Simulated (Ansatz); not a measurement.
## AlN: two-dimensional strain map

Method: DFT r2SCAN, scalar-relativistic, plane waves, PAW (Ansatz). Settings: plane waves to 500 eV, k-mesh 10×10×10 (Γ-centred), Gaussian smearing 0.05 eV. No spin polarisation. Energies are free energies at this smearing, counted from the undisturbed cell; pressure is positive in compression.

The starting cell (relaxed at this level; this zinc-blende form isn't the usual structure):

```xyz
2
Lattice="0.0000 2.1849 2.1849 2.1849 0.0000 2.1849 2.1849 2.1849 0.0000" Properties=species:S:1:pos:R:3 pbc="T T T"
Al    0.0000    0.0000    0.0000
N     3.2774    3.2774    3.2774
```

The cell is strained by p along both x and y and by q along z, fractional coordinates fixed. Points are written (p, q).

Energy above the undisturbed cell in meV/atom (a dash: not computed):

```
 p \ q  -0.030  -0.015  0.000  0.015  0.030
-0.030    60.4    42.1   29.2   21.6   19.2
-0.015    26.8    14.5    7.1    4.6    6.9
 0.000     9.1     2.3    0.0    2.3    9.0
 0.015     5.9     4.2    6.7   13.3   24.0
 0.030    16.2    19.1   26.0   36.6   51.0
```

Pressure in GPa:

```csv
p \ q,-0.030,-0.015,0.000,0.015,0.030
-0.030,22.9,18.5,14.3,10.4,6.7
-0.015,14.3,10.4,6.7,3.2,0.0
0.000,6.7,3.3,0.0,-3.1,-5.9
0.015,0.0,-3.1,-5.9,-8.6,-11.1
0.030,-6.0,-8.7,-11.2,-13.5,-15.7
```

Gap on the k-mesh in eV:

```csv
p \ q,-0.030,-0.015,0.000,0.015,0.030
-0.030,4.01,3.95,3.88,3.82,3.76
-0.015,3.90,3.98,3.92,3.86,3.80
0.000,3.79,3.87,3.94,3.88,3.83
0.015,3.70,3.76,3.83,3.90,3.85
0.030,3.62,3.67,3.73,3.80,3.86
```